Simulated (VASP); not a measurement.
# LiH (I4mm) in VASP: electric field gradients with PBE

Aim: the electric field gradients of LiH with PBE.

Everything below comes from runs of VASP 6.6.1. Logs are shortened: lines on timing, memory, paths and dates and some standing lists are left out, and cuts for length are marked.

## (1) The cell of the first run

Symmetry: I4mm, No. 107, tetragonal system. Conventional cell: a = 2.874 Å, b = 2.874 Å, c = 4.065 Å, α = 90.00°, β = 90.00°, γ = 90.00°. Li (site symmetry 4mm) has 6 H at 1.91 to 2.15 Å as nearest neighbours. Around H (site symmetry 4mm) lie 6 Li at 1.91 to 2.15 Å.

## (2) Electric field gradients, PBE (atom 2 (H) moved by [0.12, 0.0, 0.0] A, PAW files)

Input file INCAR:

```
  PREC = Accurate
  ENCUT = 520
  EDIFF = 1E-8
  ISMEAR = -1
  SIGMA = 0.03
  LREAL = False
  LASPH = True
  NELM = 80
  ALGO = Normal
  ISIF = 2
  LWAVE = False
  LCHARG = False
  GGA = PE
  LEFG = True
  NBANDS = 9
```

Input file KPOINTS:

```
regular mesh
0
Gamma
  11 11 11
```

Input file POSCAR:

```
LiH
1.0
    0.0000000000      2.0325000000      2.0325000000
    2.0325000000      0.0000000000      2.0325000000
    2.0325000000      2.0325000000      0.0000000000
Li H
1 1
Direct
    0.0000000000      0.0000000000      0.0000000000
    0.4704797048      0.5295202952      0.5295202952
```

Potentials or basis: VASP PAW PBE potentials, release 64 (Li_sv, H).

On the command line:

```
cat potpaw_PBE.64/Li_sv/POTCAR potpaw_PBE.64/H/POTCAR > POTCAR
mpirun -np 1 vasp_std > vasp.out
```

OUTCAR:

```text
PREC = Accurate
   ENCUT = 520
   EDIFF = 1E-8
   ISMEAR = -1
   LREAL = False
   LASPH = True
   NELM = 80
   ISIF = 2
   GGA = PE

 ion  position               nearest neighbor table
   1  0.000  0.000  0.000-
   2  0.470  0.530  0.530-

  LATTYP: Found a face centered cubic cell.
 ALAT       =     4.0650000000

  Lattice vectors:

 A1 = (   0.0000000000,   2.0325000000,   2.0325000000)
 A2 = (   2.0325000000,   0.0000000000,   2.0325000000)
 A3 = (   2.0325000000,   2.0325000000,   0.0000000000)

Analysis of symmetry for initial positions (statically):
=====================================================================
 Subroutine PRICEL returns:
 Original cell was already a primitive cell.

 Routine SETGRP: Setting up the symmetry group for a
 face centered cubic supercell.

 Subroutine GETGRP returns: Found  8 space group operations
 (whereof  8 operations were pure point group operations)
 out of a pool of 48 trial point group operations.

The static configuration has the point symmetry C_4v.

Analysis of symmetry for dynamics (positions and initial velocities):
=====================================================================
 Subroutine PRICEL returns:
 Original cell was already a primitive cell.

 Routine SETGRP: Setting up the symmetry group for a
 face centered cubic supercell.

 Subroutine GETGRP returns: Found  8 space group operations
 (whereof  8 operations were pure point group operations)
 out of a pool of 48 trial point group operations.

The dynamic configuration has the point symmetry C_4v.

 Subroutine INISYM returns: Found  8 space group operations
 (whereof  8 operations are pure point group operations),
 and found     1 'primitive' translations

----------------------------------------------------------------------------------------

                                     Primitive cell

  volume of cell :      16.7927

  direct lattice vectors                    reciprocal lattice vectors
     0.000000000  2.032500000  2.032500000    -0.246002460  0.246002460  0.246002460
     2.032500000  0.000000000  2.032500000     0.246002460 -0.246002460  0.246002460
     2.032500000  2.032500000  0.000000000     0.246002460  0.246002460 -0.246002460

  length of vectors
     2.874389066  2.874389066  2.874389066     0.426088760  0.426088760  0.426088760

  position of ions in fractional coordinates (direct lattice)
     0.000000000  0.000000000  0.000000000
     0.470479705  0.529520295  0.529520295

  ion indices of the primitive-cell ions
   primitive index   ion index
                 1           1
                 2           2

----------------------------------------------------------------------------------------

 KPOINTS: regular mesh

Automatic generation of k-mesh.
 Grid dimensions read from file:
 generate k-points for:   11   11   11

 Generating k-lattice:

  Cartesian coordinates                     Fractional coordinates (reciprocal lattice)
    -0.022363860  0.022363860  0.022363860     0.090909091  0.000000000  0.000000000
     0.022363860 -0.022363860  0.022363860     0.000000000  0.090909091  0.000000000
     0.022363860  0.022363860 -0.022363860     0.000000000  0.000000000  0.090909091

  Length of vectors
     0.038735342  0.038735342  0.038735342

  Shift w.r.t. Gamma in fractional coordinates (k-lattice)
     0.000000000  0.000000000  0.000000000

 Subroutine IBZKPT returns following result:
 ===========================================

 Found    126 irreducible k-points:

 Following reciprocal coordinates:
            Coordinates               Weight
  0.000000  0.000000  0.000000      1.000000
  0.090909  0.000000  0.000000      8.000000
  0.181818  0.000000  0.000000      8.000000
  0.272727  0.000000  0.000000      8.000000
  0.363636  0.000000  0.000000      8.000000
  0.454545  0.000000  0.000000      8.000000
[... 16 lines left out ...]
 -0.181818  0.090909  0.000000     16.000000
  0.000000 -0.181818  0.090909      8.000000
 [... further k-points ...]
   k-points           NKPTS =    126   k-points in BZ     NKDIM =    126   number of bands    NBANDS=      9
   number of dos      NEDOS =    301   number of ions     NIONS =      2
   total plane-waves  NPLWV =  13824
   dimension x,y,z NGX =    24 NGY =   24 NGZ =   24
   dimension x,y,z NGXF=    48 NGYF=   48 NGZF=   48
   ions per type =               1   1
   NGX,Y,Z   is equivalent  to a cutoff of  13.88, 13.88, 13.88 a.u.
   NGXF,Y,Z  is equivalent  to a cutoff of  27.76, 27.76, 27.76 a.u.
 SYSTEM =  unknown system
   PREC   = accura    normal or accurate (medium, high low for compatibility)
   ISTART =      0    job   : 0-new  1-cont  2-samecut
   ICHARG =      2    charge: 1-file 2-atom 10-const
   ISPIN  =      1    spin polarized calculation?
   LNONCOLLINEAR =      F non collinear calculations
   LSORBIT =      F    spin-orbit coupling
   LASPH  =      T    aspherical Exc in radial PAW
   ENCUT  =  520.0 eV  38.22 Ry    6.18 a.u.   5.34  5.34  5.34*2*pi/ulx,y,z
   NELM   =     80;   NELMIN=  2; NELMDL= -5     # of ELM steps
   EDIFF  = 0.1E-07   stopping-criterion for ELM
   LREAL  =      F    real-space projection
   EDIFFG = 0.1E-06   stopping-criterion for IOM
   NSW    =      0    number of steps for IOM
   IBRION =     -1    ionic relax: 0-MD 1-quasi-New 2-CG
   NFREE  =      0    steps in history (QN), initial steepest desc. (CG)
   ISIF   =      2    stress and relaxation
   ISYM   =      2    0-nonsym 1-usesym 2-fastsym
   POTIM  = 0.5000    time-step for ionic-motion
   TEBEG  =    0.0;   TEEND  =   0.0 temperature during run
   PSTRESS=    0.0 pullay stress
   NELECT =       4.0000    total number of electrons
   NUPDOWN=      -1.0000    fix difference up-down
   EMIN   =  10.00;   EMAX   =-10.00  energy-range for DOS
   EFERMI =   0.00;   METHOD = LEGACY
   ISMEAR =    -1;   SIGMA  =   0.03  broadening in eV -4-tet -1-fermi 0-gaus
   EFERMI_NEDOS =   21; number of points for ismear=-14 and -15
   IALGO  =     38    algorithm
   IMIX   =      4    mixing-type and parameters
     AMIX     =   0.40;   BMIX     =  1.00
     AMIX_MAG =   1.60;   BMIX_MAG =  1.00
  volume/ion in A,a.u.               =       8.40        56.66
  Fermi-wavevector in a.u.,A,eV,Ry     =   1.014817  1.917726 14.012000  1.029853
  Thomas-Fermi vector in A             =   2.148066
   LORBIT       =      0    0 simple, 1 ext, 2 COOP (PROOUT), +10 PAW based schemes
   GGA     = PE    functional components
   LHFCALC =     F    Hartree Fock is set to
   AEXX    =    0.0000 exact exchange contribution
   IVDW    =     0    specifies the selected vdW correction
   LEPSILON=     F    determine dielectric tensor
   LRPA    =     F    only Hartree local field effects (RPA)
 non-spin polarized calculation
  energy-cutoff  :      520.00
  volume of cell :       16.79
 maximum number of plane-waves:       463
 NGX is ok and might be reduce to    24
   NGX = 11   NGY = 11   NGZ = 11

 number of electron       3.9999999 magnetization

 Free energy of the ion-electron system (eV)
  ---------------------------------------------------
  ext. energy  EPLUGINS =         0.00000000
  ---------------------------------------------------
  free energy    TOTEN  =        -6.11654926 eV

  energy without entropy =       -6.11654926  energy(sigma->0) =       -6.11654926

 E-fermi :   0.5142     XC(G=0):  -8.3734

 val. band max:       -0.1450545405   @ k =  -0.4545   0.4545   0.0000
 cond. band min:       3.0579957998   @ k =  -0.4545   0.4545   0.0000
 fundamental gap:      3.2030503403
 Fermi energy:         0.5141933053

 k-point     1 :       0.0000    0.0000    0.0000
  band No.  band energies     occupation
      1     -44.4283      2.00000
      2      -5.3712      2.00000
      3      15.1704      0.00000
      4      17.3907      0.00000
      5      17.3907      0.00000
      6      17.6829      0.00000
      7      21.9513      0.00000
      8      21.9513      0.00000
      9      22.0195      0.00000

 k-point     2 :       0.0909    0.0000    0.0000
  band No.  band energies     occupation
      1     -44.4252      2.00000
      2      -5.2274      2.00000
      3      14.1618      0.00000
      4      16.4084      0.00000
      5      17.0665      0.00000
      6      17.3286      0.00000
      7      21.4147      0.00000
      8      22.6346      0.00000
      9      22.6830      0.00000
[... 253 lines left out ...]
 k-point    24 :       0.0000   -0.1818    0.0909
  band No.  band energies     occupation
      1     -44.4111      2.00000
      2      -4.4741      2.00000
      3      10.5340      0.00000
      4      13.1077      0.00000
      5      16.0027      0.00000
      6      17.6750      0.00000
      7      21.0661      0.00000
      8      22.0250      0.00000
      9      24.0675      0.00000

 [... further k-points ...]
[... 5 lines left out ...]
  --------------------------------------------------------------------------------------
  -------------------------------------------------------------------------------------
  Total       -0.0745789     -0.1936070     -0.1936070      0.0000000     -0.0000000      0.0000000
  in kB       -7.1154946    -18.4718282    -18.4718282      0.0000000     -0.0000000      0.0000000
  external PRESSURE =     -14.6863836 kB  Pullay stress =       0.0000000 kB

 VOLUME and BASIS-vectors are now :
 -----------------------------------------------------------------------------
  energy-cutoff  :      520.00
  volume of cell :       16.79
      direct lattice vectors                 reciprocal lattice vectors
     0.000000000  2.032500000  2.032500000    -0.246002460  0.246002460  0.246002460
     2.032500000  0.000000000  2.032500000     0.246002460 -0.246002460  0.246002460
     2.032500000  2.032500000  0.000000000     0.246002460  0.246002460 -0.246002460

 POSITION                                       TOTAL-FORCE (eV/Angst)
 -----------------------------------------------------------------------------------
      0.00000      0.00000      0.00000         0.127284      0.000000      0.000000
      2.15250      2.03250      2.03250        -0.127284      0.000000      0.000000
 -----------------------------------------------------------------------------------
    total drift:                                0.000047     -0.000000     -0.000000

  FREE ENERGIE OF THE ION-ELECTRON SYSTEM (eV)
  ---------------------------------------------------
  free  energy   TOTEN  =        -6.1165492584 eV

  energy  without entropy=       -6.1165492584  energy(sigma->0) =       -6.11654926

 Electric field gradients (V/A^2)
---------------------------------------------------------------------
 ion       V_xx      V_yy      V_zz      V_xy      V_xz      V_yz
---------------------------------------------------------------------
   1      -0.053     0.027     0.027    -0.002    -0.002    -0.002
   2       0.232    -0.116    -0.116     0.000     0.000     0.000
---------------------------------------------------------------------

 Electric field gradients after diagonalization (V/A^2)
 (convention: |V_zz| > |V_xx| > |V_yy|)
----------------------------------------------------------------------
 ion       V_xx      V_yy      V_zz     asymmetry (V_yy - V_xx)/ V_zz
----------------------------------------------------------------------
   1       0.028     0.025    -0.053       0.067
   2      -0.116    -0.116     0.232       0.003
----------------------------------------------------------------------

           NMR quadrupolar parameters

 Cq : quadrupolar parameter    Cq=e*Q*V_zz/h
 eta: asymmetry parameters     (V_yy - V_xx)/ V_zz
 Q  : nuclear electric quadrupole moment in mb (millibarn)
----------------------------------------------------------------------
 ion       Cq(MHz)       eta       Q (mb)
----------------------------------------------------------------------
   1      -0.000       0.067       1.000
   2       0.001       0.003       1.000
----------------------------------------------------------------------
```

Wall time 13 s (1 thread of Intel Xeon Platinum 8488C (Sapphire Rapids), shared host); peak memory 0.13 GiB.

Results:

```yaml
Free_energy: -6.1165 eV
Largest_force: 0.127 eV/Å
Band_gap_on_the_k_mesh: 3.20 eV, direct
```

Forces on the atoms (eV/Å):
```
Li   0.127  0.000  0.000
H   -0.127  0.000  0.000
```

Levels at points of the mesh, in eV from the valence-band top:
```csv
k point,band 1,band 2,band 3,band 4,band 5,band 6,band 7
"(0.00, 0.00, 0.00)",-44.28,-5.23,15.32,17.54,17.54,17.83,22.10
```

Electric field gradients, principal values (V/Å²):
```tsv
atom	Vxx	Vyy	Vzz
1 Li	0.025	0.028	-0.053
2 H	-0.116	-0.116	0.232
```

Caveat: the cutoff is under 1.25 times the usual one of these potentials, so pressure, stress and relaxed cells hold a basis-set (Pulay) error; an odd mesh through Γ misses points on the zone boundary, where band edges often lie.
